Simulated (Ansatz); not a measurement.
A run of Ansatz 0.2.0 is set up as follows.

Contents of input.yaml:

```yaml
crystal:
  lattice:
    - [3.928, 0.0, 0.0]
    - [-1.964, 3.4017477861, 0.0]
    - [0.0, 0.0, 5.12]
  atoms:
    - { symbol: Sb, position: [0.6666666667, 0.3333333333, 0.75] }
    - { symbol: Sb, position: [0.3333333333, 0.6666666667, 0.25] }
    - { symbol: Ni, position: [0.0, 0.0, 0.5], spin: 0.82 }
    - { symbol: Ni, position: [0.0, 0.0, 0.0], spin: -0.27 }
hamiltonian:
  xc: pbe
  pseudopotentials: { kind: paw }
magnetization:
  spin_polarized: true
kpoints:
  mp_grid: { grid: [8, 8, 5] }
scf:
  occupations: { method: fermi_dirac, width: 0.05 }
output:
  forces: true
  stress: true
  eigenvalues: true
```

Potentials or basis: Ansatz PAW.

Run with:

```console
$ ansatz run input.yaml --threads 2 --pin off --max-ram 5632MiB --backend cpu --events-out ev --progress --plain --runs-dir out
```

Problem. Predict the pressure.

Solution. 3.8 GPa.

Problem. What does it give for the net moment?

Solution. 0.00 μB per cell.

Stress tensor (GPa, compression positive):
```
3.98 0.00 0.00
0.00 3.98 0.00
0.00 0.00 3.30
```

Caveat: the starting moments weren't kept. Spin-orbit coupling is left out, which matters for the levels of Sb.
